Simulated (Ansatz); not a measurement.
## Electric field gradients in SiO$_{2}$

Level of theory: DFT LDA, scalar-relativistic, plane waves, PAW in Ansatz. Settings: 420 eV plane-wave cutoff, Γ-centred 6×6×6 mesh, fixed occupations. No spin polarisation.

Relaxed structure:
```xyz
12
Lattice="-2.6152 4.7212 4.4424 2.6152 -4.7212 4.4424 2.6152 4.7212 -4.4424" Properties=species:S:1:pos:R:3 pbc="T T T"
Si    0.0000    0.7806    7.4958
Si    0.0000    5.5018    1.3890
Si    2.6152    3.9406   -3.0534
Si    2.6152   -0.7806    3.0534
O     2.6152   -2.3606    3.3408
O     0.0000    7.0818    1.1016
O     1.3076    5.0869    2.2212
O     1.3076    4.3555   -2.2212
O     1.3076   -0.3657    2.2212
O    -1.3076    5.0869    2.2212
O     0.0000    0.0000    0.0000
O     0.0000    4.7212    0.0000
```

**Question.** Give V_zz (10²¹ V/m²) and the asymmetry η at each distinct site.

**Answer.**
```json
{"atom": "Si (atom 1)", "V_zz": "0.748", "η": "0.09"}
{"atom": "O (atom 5)", "V_zz": "9.35", "η": "0.05"}
{"atom": "O (atom 7)", "V_zz": "9.18", "η": "0.11"}
{"atom": "O (atom 11)", "V_zz": "9.96", "η": "0.01"}
```

This form isn't the usual stable structure of the compound.

Cost: 1 run of about 0.73 core-minutes, on Intel Xeon Processor @ 2.50GHz (Skylake/Cascade Lake) (shared hosts).